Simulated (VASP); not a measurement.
**SiO2 (Quartz): how cutoff and mesh change the relaxed cell**

How far does the relaxed cell of SiO2 (Quartz) depend on cutoff and k mesh? The starting structure is a measured crystal structure from the Crystallography Open Database. The first relaxation on each setting starts from this cell expanded by 3 % in volume.

Program: VASP 6.6.1. Level of theory: Kohn-Sham DFT with plane waves and PAW; PBEsol. Results are calculated unless marked as measured.

**1. Starting point**

It takes space group P3_221 (No. 154, trigonal). Conventional cell: a = 4.921 Å, b = 4.921 Å, c = 5.409 Å, α = 90.00°, β = 90.00°, γ = 120.00°. Si has 4 O at 1.61 Å nearest. Nearest to O lie 2 Si at 1.61 Å. Farther neighbours and most contacts between anions are not listed.

As a file:

```cif
data_structure
_symmetry_space_group_name_H-M 'P 1'
_symmetry_Int_Tables_number 1
_cell_length_a 4.9209
_cell_length_b 4.9209
_cell_length_c 5.4091
_cell_angle_alpha 90.000
_cell_angle_beta 90.000
_cell_angle_gamma 120.000
_cell_volume 113.43
loop_
_atom_site_label
_atom_site_type_symbol
_atom_site_fract_x
_atom_site_fract_y
_atom_site_fract_z
_atom_site_occupancy
Si1 Si 0.52910 0.52910 0.00000 1
Si2 Si 0.00000 0.47090 0.33333 1
Si3 Si 0.47090 0.00000 0.66667 1
O4 O 0.14840 0.73460 0.54607 1
O5 O 0.85160 0.58620 0.12060 1
O6 O 0.58620 0.85160 0.87940 1
O7 O 0.73460 0.14840 0.45393 1
O8 O 0.26540 0.41380 0.21273 1
O9 O 0.41380 0.26540 0.78727 1
```

**2. Reference relaxation**

Contents of INCAR:

```
SYSTEM = SiO2
PREC = Accurate
ENCUT = 520
EDIFF = 1E-06
NELM = 100
ISMEAR = 0
SIGMA = 0.03
LREAL = .FALSE.
ALGO = Normal
GGA = PS
NBANDS = 33
LORBIT = 11
LWAVE = .FALSE.
LCHARG = .FALSE.
KPAR = 16
IBRION = 2
NSW = 50
ISIF = 3
EDIFFG = -0.006
```

Contents of POSCAR:

```
SiO2
1.0
    4.9696249510      0.0000000000      0.0000000000
   -2.4848124755      4.3038214549      0.0000000000
    0.0000000000      0.0000000000      5.4626589287
Si O
3 6
Direct
    0.5291000000      0.5291000000      0.0000000000
    0.0000000000      0.4709000000      0.3333333333
    0.4709000000      0.0000000000      0.6666666667
    0.1484000000      0.7346000000      0.5460668333
    0.8516000000      0.5862000000      0.1205998333
    0.5862000000      0.8516000000      0.8794001667
    0.7346000000      0.1484000000      0.4539331667
    0.2654000000      0.4138000000      0.2127335000
    0.4138000000      0.2654000000      0.7872665000
```

Contents of KPOINTS:

```
Automatic mesh
0
Gamma
6 6 4
0 0 0
```

PAW data sets: Si and O (PBE family, release 64).

Run with:

```sh
mpirun -np 16 vasp_std
```

Log:

```text
[banner, memory and clock lines left out]
running   16 mpi-ranks, on    1 nodes
 distrk:  each k-point on    1 cores,   16 groups
 distr:  one band on    1 cores,    1 groups

 POSCAR found type information on POSCAR SiO
 POSCAR found :  2 types and       9 ions
|                                                                             |
|           W    W    AA    RRRRR   N    N  II  N    N   GGGG   !!!           |
|           W    W   A  A   R    R  NN   N  II  NN   N  G    G  !!!           |
|           W    W  A    A  R    R  N N  N  II  N N  N  G       !!!           |
|           W WW W  AAAAAA  RRRRR   N  N N  II  N  N N  G  GGG   !            |
|           WW  WW  A    A  R   R   N   NN  II  N   NN  G    G                |
|           W    W  A    A  R    R  N    N  II  N    N   GGGG   !!!           |
|                                                                             |
|     For optimal performance we recommend to set                             |
|       NCORE = 2 up to number-of-cores-per-socket                            |
|     NCORE specifies how many cores store one orbital (NPAR=cpu/NCORE).      |
|     This setting can greatly improve the performance of VASP for DFT.       |
|     The default, NCORE=1 might be grossly inefficient on modern             |
|     multi-core architectures or massively parallel machines. Do your        |
|     Unfortunately you need to use the default for GW and RPA                |
|     calculations (for HF NCORE is supported but not extensively tested      |
|     yet).                                                                   |
|                                                                             |

|                                                                             |
|               ----> ADVICE to this user running VASP <----                  |
|                                                                             |
|     You enforced a specific xc type in the INCAR file but a different       |
|     [... a line on the potential file left out ...]
|     I HOPE YOU KNOW WHAT YOU ARE DOING!                                     |
|                                                                             |

 LDA part: xc-table for (Slater+PW92), standard interpolation
 POSCAR, INCAR and KPOINTS ok, starting setup
 FFT: planning ... GRIDC
 FFT: planning ... GRID_SOFT
 FFT: planning ... GRID
 WAVECAR not read
 entering main loop
       N       E                     dE             d eps       ncg     rms          rms(c)
DAV:   1     0.276592818519E+03    0.27659E+03   -0.25066E+04  1584   0.134E+03
DAV:   2    -0.639228810149E+02   -0.34052E+03   -0.32760E+03  2077   0.307E+02
DAV:   3    -0.824299805606E+02   -0.18507E+02   -0.18427E+02  1976   0.759E+01
DAV:   4    -0.826352635061E+02   -0.20528E+00   -0.20505E+00  2000   0.895E+00
DAV:   5    -0.826384381513E+02   -0.31746E-02   -0.31737E-02  1976   0.110E+00    0.244E+01
DAV:   6    -0.740842866548E+02    0.85542E+01   -0.32460E+01  1873   0.302E+01    0.119E+01
DAV:   7    -0.740261324124E+02    0.58154E-01   -0.86520E-01  1944   0.466E+00    0.439E+00
DAV:   8    -0.739971316819E+02    0.29001E-01   -0.41531E-02  1933   0.157E+00    0.154E+00
DAV:   9    -0.740020332033E+02   -0.49015E-02   -0.17511E-02  1960   0.985E-01    0.340E-01
DAV:  10    -0.740038275301E+02   -0.17943E-02   -0.36537E-03  1940   0.312E-01    0.982E-02
DAV:  11    -0.740037774720E+02    0.50058E-04   -0.11401E-03  1992   0.193E-01    0.237E-02
DAV:  12    -0.740037811017E+02   -0.36298E-05   -0.37974E-05  1998   0.363E-02    0.176E-02
DAV:  13    -0.740037844797E+02   -0.33780E-05   -0.19175E-05  1960   0.228E-02    0.385E-03
DAV:  14    -0.740037849716E+02   -0.49184E-06   -0.71078E-07  1423   0.506E-03
   1 F= -.74003785E+02 E0= -.74003785E+02  d E =-.740038E+02
[...]
2 F= -.74002758E+02 E0= -.74002758E+02  d E =0.102709E-02
[...]
3 F= -.74004491E+02 E0= -.74004491E+02  d E =-.706492E-03
[...]
4 F= -.74004535E+02 E0= -.74004535E+02  d E =-.438938E-04
[...]
5 F= -.74004582E+02 E0= -.74004582E+02  d E =-.902549E-04
[...]
6 F= -.74004701E+02 E0= -.74004701E+02  d E =-.119178E-03
 trial-energy change:   -0.000119  1 .order   -0.000120   -0.000172   -0.000068
 step:   1.2421(harm=  1.2421)  dis= 0.00192  next Energy=   -74.004724 (dE=-0.142E-03)
 bond charge predicted
       N       E                     dE             d eps       ncg     rms          rms(c)
DAV:   1    -0.740047197815E+02   -0.19151E-04   -0.21124E-02  1588   0.909E-01    0.409E-02
DAV:   2    -0.740047287416E+02   -0.89602E-05   -0.43267E-04  2014   0.122E-01    0.149E-02
DAV:   3    -0.740047238016E+02    0.49400E-05   -0.93224E-06  1966   0.210E-02    0.721E-03
DAV:   4    -0.740047226699E+02    0.11317E-05   -0.44458E-06  1986   0.142E-02    0.174E-03
DAV:   5    -0.740047228334E+02   -0.16354E-06   -0.64293E-07  1159   0.503E-03
   7 F= -.74004723E+02 E0= -.74004723E+02  d E =-.141114E-03
 curvature:  -1.10 expect dE=-0.797E-05 dE for cont linesearch -0.320E-10
 trial: gam=-0.00891 g(F)=  0.724E-05 g(S)=  0.144E-07 ort = 0.109E-06 (trialstep = 0.850E+00)
 search vector abs. value=  0.728E-05
 reached required accuracy - stopping structural energy minimisation
```

Run time: 36 s. Hardware: 16 MPI ranks of Intel Xeon 6975P-C (Granite Rapids), shared host; peak memory 5.2 GiB.

The logs omit lines about the potential files and the build; timing stands in the text.

OUTCAR, selected parts (step 2):

```text
ion  position               nearest neighbor table
   1  0.529  0.529  0.000-   5 1.62   6 1.62   8 1.63   9 1.63   2 3.09   2 3.09   3 3.09   3 3.09

  LATTYP: Found a hexagonal cell.
 ALAT       =     4.9696249510
 C/A-ratio  =     1.0992094942

 Subroutine GETGRP returns: Found  6 space group operations
 (whereof  2 operations were pure point group operations)

The static configuration has the point symmetry C_2 .
 The point group associated with its full space group is D_3 .

 Found     24 irreducible k-points:

   k-points           NKPTS =     24   k-points in BZ     NKDIM =     24   number of bands    NBANDS=     33

   dimension x,y,z NGX =    40 NGY =   40 NGZ =   42
   dimension x,y,z NGXF=    80 NGYF=   80 NGZF=   84

   ENCUT  =  520.0 eV  38.22 Ry    6.18 a.u.   9.24  9.24 10.16*2*pi/ulx,y,z

   NELECT =      48.0000    total number of electrons

 k-points in reciprocal lattice and weights: Automatic mesh
   0.00000000  0.00000000  0.00000000       0.007
   0.16666667  0.00000000  0.00000000       0.042
   0.33333333  0.00000000  0.00000000       0.042
   0.50000000  0.00000000  0.00000000       0.021
   0.16666667  0.16666667  0.00000000       0.042
   0.33333333  0.16666667  0.00000000       0.083
   0.33333333  0.33333333  0.00000000       0.014
   0.00000000  0.00000000  0.25000000       0.014
   0.16666667  0.00000000  0.25000000       0.042
[...]
0.33333333  0.16666667  0.50000000       0.083
   0.33333333  0.33333333  0.50000000       0.014

 average (electrostatic) potential at core
       1 -86.4811       2 -86.4811       3 -86.4811       4 -72.5492       5 -72.5492
       6 -72.5492       7 -72.5492       8 -72.5492       9 -72.5492

 E-fermi :   0.9717

 k-point     1 :       0.0000    0.0000    0.0000
  band No.  band energies     occupation
    ...
     20      -0.1880      2.00000
     21      -0.1880      2.00000
     22       0.1515      2.00000
     23       0.4792      2.00000
     24       0.4792      2.00000
     25       6.4900      0.00000
     26       9.8174      0.00000
     27       9.8174      0.00000
     28      10.2289      0.00000
     29      10.2289      0.00000
    ...

 k-point     2 :       0.1667    0.0000    0.0000
  band No.  band energies     occupation
    ...
     20      -0.2462      2.00000
     21      -0.1920      2.00000
     22       0.0474      2.00000
     23       0.5393      2.00000
     24       0.5727      2.00000
     25       6.9107      0.00000
     26       9.7637      0.00000
     27       9.8334      0.00000
     28      10.2892      0.00000
     29      10.3874      0.00000
    ...

 k-point     3 :       0.3333    0.0000    0.0000
  band No.  band energies     occupation
    ...
     20      -0.2909      2.00000
     21      -0.2081      2.00000
     22      -0.0186      2.00000
     23       0.5596      2.00000
     24       0.7117      2.00000
     25       7.8976      0.00000
     26       9.7763      0.00000
     27       9.9052      0.00000
     28      10.4213      0.00000
     29      10.7558      0.00000
    ...

  Total        0.0011603      0.0011603      0.0000213     -0.0000000     -0.0000000      0.0000000
  in kB        0.0159733      0.0159733      0.0002938     -0.0000000     -0.0000000      0.0000000
  external PRESSURE =       0.0107468 kB  Pullay stress =       0.0000000 kB

  energy-cutoff  :      520.00
  volume of cell :      116.38
      direct lattice vectors                 reciprocal lattice vectors
     4.963301091  0.000000000  0.000000000     0.201478811  0.116323845  0.000000000
    -2.481650545  4.298344831  0.000000000    -0.000000000  0.232647691  0.000000000
     0.000000000 -0.000000000  5.455302538     0.000000000 -0.000000000  0.183307890

 POSITION                                       TOTAL-FORCE (eV/Angst)
 -----------------------------------------------------------------------------------
      1.31188      2.27223      0.00000         0.001904      0.003298     -0.000000
     -1.16978      2.02611      1.81843         0.001904     -0.003298     -0.000000
      2.33955      0.00000      3.63687        -0.003808     -0.000000     -0.000000
     -1.08837      3.15893      2.97933        -0.003328     -0.002241     -0.001287
      2.77177      2.52202      0.65754         0.003605      0.001762      0.001287
      0.79825      3.66144      4.79776        -0.000277      0.004003     -0.001287
      3.27990      0.63691      2.47598        -0.000277     -0.004003      0.001287
      0.29012      1.77632      1.16089         0.003605     -0.001762     -0.001287
      1.39328      1.13941      4.29441        -0.003328      0.002241      0.001287
 -----------------------------------------------------------------------------------
    total drift:                               -0.000001     -0.000002      0.000001

  FREE ENERGIE OF THE ION-ELECTRON SYSTEM (eV)
  ---------------------------------------------------
  free  energy   TOTEN  =       -74.0047228334 eV

  energy  without entropy=      -74.0047228334  energy(sigma->0) =      -74.00472283

 reached required accuracy - stopping structural energy minimisation

 total charge
# of ion       s       p       d       tot
------------------------------------------
    1        0.645   0.995   0.000   1.640
    2        0.645   0.995   0.000   1.640
    3        0.645   0.995   0.000   1.640
    4        1.544   3.677   0.000   5.222
    5        1.544   3.677   0.000   5.222
    6        1.544   3.677   0.000   5.222
    7        1.544   3.677   0.000   5.222
    8        1.544   3.677   0.000   5.222
    9        1.544   3.677   0.000   5.222
--------------------------------------------------
tot         11.202  25.048   0.000  36.250

[... 3 further parts left out ...]
```

CONTCAR:

```
SiO2
   1.00000000000000
     4.9633010906770529    0.0000000000000000    0.0000000000000000
    -2.4816505453385265    4.2983448312101400    0.0000000000000000
     0.0000000000000000   -0.0000000000000000    5.4553025381370199
  Si              O
     3     6
Direct
     0.5286302214757109    0.5286302214757109    0.0000000000000000
     0.0000000000000000    0.4713697785242891    0.3333333332999970
     0.4713697785242891    0.0000000000000000    0.6666666667000030
     0.1481755815779904    0.7349181859824714    0.5461340710858438
     0.8518244184220095    0.5867426044044810    0.1205325955141573
     0.5867426044044810    0.8518244184220095    0.8794674044858426
     0.7349181859824714    0.1481755815779904    0.4538659289141561
     0.2650818140175287    0.4132573955955191    0.2128007377858398
     0.4132573955955191    0.2650818140175287    0.7871992622141604
```

The PAW data sets were made with PBE, which is usual practice but a small mismatch for other functionals. The run keeps the 6 symmetry operations of its start, so it cannot find a distortion of lower symmetry.

The reference relaxation ends at 12.931 Å³ an atom.

**3. Relaxation with a cutoff of 400 eV**

Against step 2 the input has ENCUT = 400. This run starts from the cell of an earlier relaxation, which isn't shown; the restart sets up the plane waves anew.

Edit INCAR of step 2 so:

```diff
@@ -2,3 +2,3 @@
 PREC = Accurate
-ENCUT = 520
+ENCUT = 400
 EDIFF = 1E-06
```

Contents of POSCAR:

```
SiO2
1.0
    4.8264552465      0.0000000000      0.0000000000
   -2.4132276232      4.1798328537      0.0000000000
    0.0000000000      0.0000000000      5.3414354367
Si O
3 6
Direct
    0.5409926847      0.5409926847      0.0000000000
    1.0000000000      0.4590073153      0.3333333333
    0.4590073153      0.0000000000      0.6666666667
    0.1216827031      0.7147259869      0.5620909083
    0.8783172969      0.5930432838      0.1045757583
    0.5930432838      0.8783172969      0.8954242417
    0.7147259869      0.1216827031      0.4379090917
    0.2852740131      0.4069567162      0.2287575750
    0.4069567162      0.2852740131      0.7712424250
```

KPOINTS is that of step 2.

Run with:

```sh
mpirun -np 16 vasp_std
```

Log:

```text
[banner, memory and clock lines left out]
running   16 mpi-ranks, on    1 nodes
[...]
[... a notice as in an earlier step ...]

 [... a notice as in an earlier step ...]

 LDA part: xc-table for (Slater+PW92), standard interpolation
 POSCAR, INCAR and KPOINTS ok, starting setup
[...]
entering main loop
       N       E                     dE             d eps       ncg     rms          rms(c)
DAV:   1     0.228896853898E+03    0.22890E+03   -0.22226E+04  1584   0.111E+03
DAV:   2    -0.680120164899E+02   -0.29691E+03   -0.28808E+03  2065   0.281E+02
DAV:   3    -0.821433258537E+02   -0.14131E+02   -0.14081E+02  2006   0.657E+01
DAV:   4    -0.822849479280E+02   -0.14162E+00   -0.14151E+00  1952   0.738E+00
[...]
DAV:  12    -0.740486011943E+02   -0.94847E-06   -0.28109E-05  1941   0.315E-02    0.128E-02
DAV:  13    -0.740486031359E+02   -0.19416E-05   -0.11000E-05  2000   0.175E-02    0.387E-03
DAV:  14    -0.740486034847E+02   -0.34877E-06   -0.38546E-07  1352   0.365E-03
   1 F= -.74048603E+02 E0= -.74048603E+02  d E =-.740486E+02
[... from here on, the cycles between the ionic steps are left out ...]
   2 F= -.74034184E+02 E0= -.74034184E+02  d E =0.144196E-01
   3 F= -.74056965E+02 E0= -.74056965E+02  d E =-.836127E-02
   4 F= -.74060798E+02 E0= -.74060798E+02  d E =-.383302E-02
   5 F= -.74066145E+02 E0= -.74066145E+02  d E =-.917985E-02
   6 F= -.74066965E+02 E0= -.74066965E+02  d E =-.820119E-03
   7 F= -.74067536E+02 E0= -.74067536E+02  d E =-.139113E-02
   8 F= -.74068820E+02 E0= -.74068820E+02  d E =-.128396E-02
   9 F= -.74071570E+02 E0= -.74071570E+02  d E =-.403429E-02
  10 F= -.74072045E+02 E0= -.74072045E+02  d E =-.450890E-02
  11 F= -.74072670E+02 E0= -.74072670E+02  d E =-.513415E-02
  12 F= -.74072895E+02 E0= -.74072895E+02  d E =-.224847E-03
  13 F= -.74072895E+02 E0= -.74072895E+02  d E =-.225490E-03
  14 F= -.74073047E+02 E0= -.74073047E+02  d E =-.152015E-03
  15 F= -.74073125E+02 E0= -.74073125E+02  d E =-.229492E-03
  16 F= -.74073221E+02 E0= -.74073221E+02  d E =-.958546E-04
  17 F= -.74073273E+02 E0= -.74073273E+02  d E =-.147739E-03
  18 F= -.74073279E+02 E0= -.74073279E+02  d E =-.688815E-05
  19 F= -.74073297E+02 E0= -.74073297E+02  d E =-.248090E-04
[...]
reached required accuracy - stopping structural energy minimisation
```

Run time: 47 s. Hardware: 16 MPI ranks; peak memory 4.2 GiB; 9.9 min of CPU time.

OUTCAR, selected parts (step 3):

```text
  Total        0.0229043      0.0229043     -0.0039715      0.0000000      0.0000000      0.0000000
  in kB        0.3508381      0.3508381     -0.0608332      0.0000000      0.0000000      0.0000000
  external PRESSURE =       0.2136143 kB  Pullay stress =       0.0000000 kB

 POSITION                                       TOTAL-FORCE (eV/Angst)
 -----------------------------------------------------------------------------------
      1.29957      2.25091     -0.00000         0.001852      0.003208     -0.000000
      3.68485      1.88052      1.76901         0.001852     -0.003208     -0.000000
      2.17144     -0.00000      3.53801        -0.003705      0.000000     -0.000000
     -1.15326      2.92925      3.00568        -0.000995     -0.004182      0.001306
      2.81040      2.46338      0.53233         0.004119     -0.001229     -0.001306
      0.72815      3.66556      4.77469        -0.003124      0.002953      0.001306
      3.11343      0.46587      2.30134        -0.003124     -0.002953     -0.001306
      0.42511      1.66805      1.23667         0.004119      0.001229      0.001306
      1.23202      1.20219      4.07035        -0.000995      0.004182     -0.001306
 -----------------------------------------------------------------------------------
    total drift:                               -0.000004     -0.000008      0.000000

  FREE ENERGIE OF THE ION-ELECTRON SYSTEM (eV)
  ---------------------------------------------------
  free  energy   TOTEN  =       -74.0732974204 eV

  energy  without entropy=      -74.0732974204  energy(sigma->0) =      -74.07329742

[... 2 parts as in an earlier step ...]

[... 2 further parts left out ...]
[key lines of the parts left out:]
E-fermi :   1.8340
```

Logs of long relaxations may skip ionic steps without a mark.

With a cutoff of 400 eV the cell ends at 11.622 Å³ an atom, -10.13 % from the reference, and since the restart alone still moved it by -2.9 % it may not have settled.

(Part 1 of 2 ends here.)

[Lines on the potential files, build, host, timing and source positions are cut from VASP's logs without a mark.]

[Logs are printed without paths, hosts, clocks, repeated set-up lines and the standing remarks that a program may print on its own settings, such as how far it seeks lower states.]

[Hosts, paths, dates, database ids (printed as entryN), source tags and the programs' standing remarks are cut or masked in the printed files.]
